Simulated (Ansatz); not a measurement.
**MoP under changes of volume**

One of the cells (14.353 Å³/atom); the others are scaled copies at fixed shape and fractional positions:

```
Mo P
1.0
     3.22300    0.00000    0.00000
    -1.61150    2.79120    0.00000
     0.00000    0.00000    3.19100
Mo P
1 1
Direct
  0.00000 0.00000 0.00000
  0.33333 0.66667 0.50000
```

- Program: Ansatz 0.2.0
- Functional: PBE
- Dispersion: D4
- Potentials or basis: Ansatz PAW
- Cutoff: 420 eV (not typed: the program's choice for these potentials)
- k mesh: 10 × 10 × 8
- Occupations: fermi-dirac, width 0.05 eV
- Spin: no spin polarisation

```tsv
volume (Å³/atom)	energy over the lowest point (meV/atom)	pressure (GPa)
13.492	?	?
13.779	6.87	6.6
14.066	0.00	1.3
14.353	2.10	-3.5
14.640	12.23	-7.7
14.927	29.56	-11.5
15.214	53.33	-14.9
```

Task: What does the run at 13.492 Å³/atom give?

Result: Energy over the lowest point 23.75 meV/atom; pressure 12.4 GPa.

Worked out: A Birch-Murnaghan fit of order 3 (a polynomial in V^(-2/3)) to the other rows has its minimum at 14.14 Å³/atom with B0 = V·E''(V) = 240 GPa and B' = 4.4 at fixed shape and positions, which overstates the stiffness. It gives 23.76 meV/atom at 13.492 Å³/atom, against the run's 23.75, and -dE/dV = 12.4 GPa, against 12.4.

Energies are extrapolated to zero smearing.

Caveats: pairwise dispersion overbinds metals, which lowers pressure and volume.
